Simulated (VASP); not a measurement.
# Cu (Fm-3m) in VASP: a series of runs

The runs below take Cu through equation of state, with PBEsol.

Program: VASP 6.6.1. These are calculated values, not measurements. Logs are shortened: lines on timing, memory, paths and dates and some standing lists are left out, and cuts for length are marked.

### Step 1. The structure

It takes space group Fm-3m (No. 225, cubic). Conventional cell: a = 3.568 Å, b = 3.568 Å, c = 3.568 Å, α = 90.00°, β = 90.00°, γ = 90.00°. Around Cu (site symmetry m-3m) lie 12 Cu at 2.52 Å.

### Step 2. Equation of state, PBEsol, 10.90 Å³/atom (a relaxed cell with its volume scaled by 0.96)

Contents of INCAR:

```
  PREC = Accurate
  ENCUT = 520
  EDIFF = 1E-6
  ISMEAR = -1
  SIGMA = 0.05
  LREAL = False
  LASPH = True
  NELM = 60
  ALGO = Normal
  ISIF = 2
  LWAVE = False
  LCHARG = False
  GGA = PS
```

Contents of KPOINTS:

```
Automatic mesh
0
Gamma
  12 12 12
```

Contents of POSCAR:

```
Cu                                      
1.0
    0.0000000000      1.7599286019      1.7599286019
    1.7599286019     -0.0000000000      1.7599286019
    1.7599286019      1.7599286019      0.0000000000
  Cu            
     1
Direct
     0.0000000000000000    0.0000000000000000    0.0000000000000000
```

Potentials or basis: VASP PAW PBE potentials, release 64 (Cu).

On the command line:

```bash
$ cat potpaw_PBE.64/Cu/POTCAR > POTCAR
$ mpirun -np 1 vasp_std > vasp.out
```

OUTCAR:

```text
PREC = Accurate
   ENCUT = 520
   EDIFF = 1E-6
   ISMEAR = -1
   LREAL = False
   LASPH = True
   NELM = 60
   ISIF = 2
   GGA = PS

 ion  position               nearest neighbor table
   1  0.000  0.000  0.000-

  LATTYP: Found a face centered cubic cell.
 ALAT       =     3.5198572038

  Lattice vectors:

 A1 = (   0.0000000000,   1.7599286019,   1.7599286019)
 A2 = (   1.7599286019,   0.0000000000,   1.7599286019)
 A3 = (   1.7599286019,   1.7599286019,   0.0000000000)

Analysis of symmetry for initial positions (statically):
=====================================================================
 Subroutine PRICEL returns:
 Original cell was already a primitive cell.

 Routine SETGRP: Setting up the symmetry group for a
 face centered cubic supercell.

 Subroutine GETGRP returns: Found 48 space group operations
 (whereof 48 operations were pure point group operations)
 out of a pool of 48 trial point group operations.

The static configuration has the point symmetry O_h .

Analysis of symmetry for dynamics (positions and initial velocities):
=====================================================================
 Subroutine PRICEL returns:
 Original cell was already a primitive cell.

 Routine SETGRP: Setting up the symmetry group for a
 face centered cubic supercell.

 Subroutine GETGRP returns: Found 48 space group operations
 (whereof 48 operations were pure point group operations)
 out of a pool of 48 trial point group operations.

The dynamic configuration has the point symmetry O_h .

 Subroutine INISYM returns: Found 48 space group operations
 (whereof 48 operations are pure point group operations),
 and found     1 'primitive' translations

----------------------------------------------------------------------------------------

                                     Primitive cell

  volume of cell :      10.9022

  direct lattice vectors                    reciprocal lattice vectors
     0.000000000  1.759928602  1.759928602    -0.284102434  0.284102434  0.284102434
     1.759928602  0.000000000  1.759928602     0.284102434 -0.284102434  0.284102434
     1.759928602  1.759928602  0.000000000     0.284102434  0.284102434 -0.284102434

  length of vectors
     2.488914898  2.488914898  2.488914898     0.492079851  0.492079851  0.492079851

  position of ions in fractional coordinates (direct lattice)
     0.000000000  0.000000000  0.000000000

  ion indices of the primitive-cell ions
   primitive index   ion index
[... 76 lines left out ...]
   NSW    =      0    number of steps for IOM
   IBRION =     -1    ionic relax: 0-MD 1-quasi-New 2-CG
   NFREE  =      0    steps in history (QN), initial steepest desc. (CG)
   ISIF   =      2    stress and relaxation
   ISYM   =      2    0-nonsym 1-usesym 2-fastsym
   POTIM  = 0.5000    time-step for ionic-motion
   TEBEG  =    0.0;   TEEND  =   0.0 temperature during run
   PSTRESS=    0.0 pullay stress
   NELECT =      11.0000    total number of electrons
   NUPDOWN=      -1.0000    fix difference up-down
   EMIN   =  10.00;   EMAX   =-10.00  energy-range for DOS
   EFERMI =   0.00;   METHOD = LEGACY
   ISMEAR =    -1;   SIGMA  =   0.05  broadening in eV -4-tet -1-fermi 0-gaus
   EFERMI_NEDOS =   21; number of points for ismear=-14 and -15
   IALGO  =     38    algorithm
   IMIX   =      4    mixing-type and parameters
     AMIX     =   0.40;   BMIX     =  1.00
     AMIX_MAG =   1.60;   BMIX_MAG =  1.00
  volume/ion in A,a.u.               =      10.90        73.57
  Fermi-wavevector in a.u.,A,eV,Ry     =   1.641978  3.102889 36.682557  2.696092
  Thomas-Fermi vector in A             =   2.732358
   LORBIT       =      0    0 simple, 1 ext, 2 COOP (PROOUT), +10 PAW based schemes
   GGA     = PS    functional components
   LHFCALC =     F    Hartree Fock is set to
   AEXX    =    0.0000 exact exchange contribution
   IVDW    =     0    specifies the selected vdW correction
   LEPSILON=     F    determine dielectric tensor
   LRPA    =     F    only Hartree local field effects (RPA)
 non-spin polarized calculation
  energy-cutoff  :      520.00
  volume of cell :       10.90
 maximum number of plane-waves:       304
   NGX =  9   NGY =  9   NGZ =  9

 number of electron      10.9999999 magnetization

 Free energy of the ion-electron system (eV)
  ---------------------------------------------------
  ext. energy  EPLUGINS =         0.00000000
  ---------------------------------------------------
  free energy    TOTEN  =        -4.29597318 eV

  energy without entropy =       -4.29366457  energy(sigma->0) =       -4.29481887

 E-fermi :   8.3669     XC(G=0): -13.3825

 val. band max:        8.2107822544   @ k =   0.4167   0.4167   0.0000
 cond. band min:       8.3858134847   @ k =   0.5000   0.3333   0.1667
 fundamental gap:      0.1750312303
 Fermi energy:         8.3669258275

 k-point     1 :       0.0000    0.0000    0.0000
  band No.  band energies     occupation
      1      -1.5866      2.00000
      2       5.1419      2.00000
      3       5.1419      2.00000
      4       5.1419      2.00000
      5       6.0837      2.00000
      6       6.0837      2.00000
      7      31.6509      0.00000
      8      34.8968      0.00000
      9      34.8968      0.00000
[... 265 lines left out ...]
 k-point    24 :      -0.4167    0.1667    0.0000
  band No.  band energies     occupation
      1       3.3887      2.00000
      2       4.7269      2.00000
      3       5.2983      2.00000
      4       5.4319      2.00000
      5       6.6126      2.00000
      6       9.4308      0.00000
      7      13.1323      0.00000
      8      23.9135      0.00000
      9      28.5931      0.00000

 [... further k-points ...]

------------------------ aborting loop because EDIFF is reached ----------------------------------------

  FORCE on cell =-STRESS in cart. coord.  units (eV):
  Direction    XX          YY          ZZ          XY          YZ          ZX
  --------------------------------------------------------------------------------------
  -------------------------------------------------------------------------------------
  Total        0.5109420      0.5109420      0.5109420     -0.0000000      0.0000000     -0.0000000
  in kB       75.0873930     75.0873930     75.0873930     -0.0000000      0.0000000     -0.0000000
  external PRESSURE =      75.0873930 kB  Pullay stress =       0.0000000 kB

 VOLUME and BASIS-vectors are now :
 -----------------------------------------------------------------------------
  energy-cutoff  :      520.00
  volume of cell :       10.90
      direct lattice vectors                 reciprocal lattice vectors
     0.000000000  1.759928602  1.759928602    -0.284102434  0.284102434  0.284102434
     1.759928602  0.000000000  1.759928602     0.284102434 -0.284102434  0.284102434
     1.759928602  1.759928602  0.000000000     0.284102434  0.284102434 -0.284102434

 POSITION                                       TOTAL-FORCE (eV/Angst)
 -----------------------------------------------------------------------------------
      0.00000      0.00000      0.00000        -0.000000     -0.000000      0.000000
 -----------------------------------------------------------------------------------
    total drift:                                0.000000      0.000000      0.000000

  FREE ENERGIE OF THE ION-ELECTRON SYSTEM (eV)
  ---------------------------------------------------
  free  energy   TOTEN  =        -4.2959731777 eV

  energy  without entropy=       -4.2936645700  energy(sigma->0) =       -4.29481887
```

OSZICAR:

```text
N       E                     dE             d eps       ncg     rms          rms(c)
DAV:   1     0.359545876586E+02    0.35955E+02   -0.58070E+03  1320   0.207E+03
DAV:   2    -0.492286483032E+01   -0.40877E+02   -0.39105E+02  1298   0.200E+02
DAV:   3    -0.540033366657E+01   -0.47747E+00   -0.47563E+00  1548   0.311E+01
DAV:   4    -0.540377204701E+01   -0.34384E-02   -0.34380E-02  1595   0.236E+00
DAV:   5    -0.540380718541E+01   -0.35138E-04   -0.35137E-04  1491   0.188E-01    0.845E+00
DAV:   6    -0.468538231038E+01    0.71842E+00   -0.18984E+01  1369   0.104E+02    0.385E+00
DAV:   7    -0.431271813074E+01    0.37266E+00   -0.27118E+00  1395   0.388E+01    0.654E-01
DAV:   8    -0.429732260126E+01    0.15396E-01   -0.56574E-03  1746   0.113E+00    0.269E-01
DAV:   9    -0.429596310324E+01    0.13595E-02   -0.78296E-03  1438   0.190E+00    0.197E-02
DAV:  10    -0.429597278733E+01   -0.96841E-05   -0.20067E-05  1576   0.828E-02    0.743E-03
DAV:  11    -0.429597317767E+01   -0.39034E-06   -0.12930E-06   910   0.275E-02
   1 F= -.42959732E+01 E0= -.42948189E+01  d E =-.230861E-02
```

It took 6.3 s on 1 thread of Intel Xeon Platinum 8259CL at 2.50GHz (Skylake/Cascade Lake), shared host; peak memory 0.12 GiB.

What came out:

| Quantity | Value |
| --- | --- |
| Free energy | -4.2960 eV |
| Pressure | 7.5 GPa |
| Band gap on the k mesh | none (metal or under the smearing width) |

Caveat: the PAW data sets were made with another functional, which shifts forces and pressure a little.

### Step 3. Equation of state, PBEsol, 11.13 Å³/atom (a relaxed cell with its volume scaled by 0.98)

INCAR is that of step 2.

KPOINTS is that of step 2.

Contents of POSCAR:

```
Cu                                      
1.0
    0.0000000000      1.7720664241      1.7720664241
    1.7720664241     -0.0000000000      1.7720664241
    1.7720664241      1.7720664241      0.0000000000
  Cu            
     1
Direct
     0.0000000000000000    0.0000000000000000    0.0000000000000000
```

Potentials or basis: VASP PAW PBE potentials, release 64 (Cu).

On the command line:

```bash
$ cat potpaw_PBE.64/Cu/POTCAR > POTCAR
$ mpirun -np 1 vasp_std > vasp.out
```

Run time: 6.3 s. Hardware: 1 thread of Intel Xeon Platinum 8259CL at 2.50GHz (Skylake/Cascade Lake), shared host; peak memory 0.12 GiB.

The run converged. Its results:

```yaml
Free_energy: -4.3039 eV
Pressure: 3.5 GPa
Band_gap_on_the_k_mesh: none (metal or under the smearing width)
```

Caveat: the PAW data sets were made with another functional, which shifts forces and pressure a little.

### Step 4. Equation of state, PBEsol, 11.36 Å³/atom

INCAR is that of step 3.

KPOINTS is that of step 3.

Contents of POSCAR:

```
Cu                                      
1.0
    0.0000000000      1.7840402091      1.7840402091
    1.7840402091     -0.0000000000      1.7840402091
    1.7840402091      1.7840402091      0.0000000000
  Cu            
     1
Direct
     0.0000000000000000    0.0000000000000000    0.0000000000000000
```

On the command line:

```bash
$ cat potpaw_PBE.64/Cu/POTCAR > POTCAR
$ mpirun -np 1 vasp_std > vasp.out
```

Wall time 6.4 s (1 thread of Intel Xeon Platinum 8259CL at 2.50GHz (Skylake/Cascade Lake), shared host); peak memory 0.12 GiB.

The run converged. Its results:

```
Free energy            : -4.3065 eV
Pressure               : 0.0 GPa
Band gap on the k mesh : none (metal or under the smearing width)
```

Caveat: the PAW data sets were made with another functional, which shifts forces and pressure a little.

### Step 5. Equation of state, PBEsol, 11.58 Å³/atom (a relaxed cell with its volume scaled by 1.02)

INCAR is that of step 4.

KPOINTS is that of step 4.

Contents of POSCAR:

```
Cu                                      
1.0
    0.0000000000      1.7958553893      1.7958553893
    1.7958553893     -0.0000000000      1.7958553893
    1.7958553893      1.7958553893      0.0000000000
  Cu            
     1
Direct
     0.0000000000000000    0.0000000000000000    0.0000000000000000
```

On the command line:

```bash
$ cat potpaw_PBE.64/Cu/POTCAR > POTCAR
$ mpirun -np 1 vasp_std > vasp.out
```

It took 6.4 s on 1 thread of Intel Xeon Platinum 8259CL at 2.50GHz (Skylake/Cascade Lake), shared host; peak memory 0.12 GiB.

The run converged. Its results:

* Free energy: -4.3044 eV
* Pressure: -3.1 GPa
* Band gap on the k mesh: none (metal or under the smearing width)

Caveat: the PAW data sets were made with another functional, which shifts forces and pressure a little.

### Step 6. Equation of state, PBEsol, 11.81 Å³/atom (a relaxed cell with its volume scaled by 1.04)

INCAR is that of step 5.

KPOINTS is that of step 5.

Contents of POSCAR:

```
Cu                                      
1.0
    0.0000000000      1.8075171147      1.8075171147
    1.8075171147     -0.0000000000      1.8075171147
    1.8075171147      1.8075171147      0.0000000000
  Cu            
     1
Direct
     0.0000000000000000    0.0000000000000000    0.0000000000000000
```

Potentials or basis: VASP PAW PBE potentials, release 64 (Cu).

On the command line:

```bash
$ cat potpaw_PBE.64/Cu/POTCAR > POTCAR
$ mpirun -np 1 vasp_std > vasp.out
```

Run time: 6.4 s. Hardware: 1 thread of Intel Xeon Platinum 8259CL at 2.50GHz (Skylake/Cascade Lake), shared host; peak memory 0.12 GiB.

Results (log left out):

| Quantity | Value |
| --- | --- |
| Free energy | -4.2981 eV |
| Pressure | -5.8 GPa |
| Band gap on the k mesh | none (metal or under the smearing width) |

Caveat: the PAW data sets were made with another functional, which shifts forces and pressure a little.

### Step 7. Equation of state, PBEsol

Potentials or basis: VASP PAW PBE potentials, release 64 (Cu).

No new run: the results of the series are fitted here.

What came out:

| Property | Result |
| --- | --- |
| Equilibrium volume | 11.36 Å³/atom |
| Bulk modulus | 165 GPa |
| Pressure derivative of the bulk modulus | 5.1 (rough: it moves with the points fitted) |

Energy against volume, from the lowest point:
```
volume (Å³/atom)  energy (meV/atom)
          10.902              10.49
          11.129               2.58
          11.356               0.00
          11.584               2.11
          11.811               8.40
```

Caveat: the PAW data sets were made with another functional, which shifts forces and pressure a little.
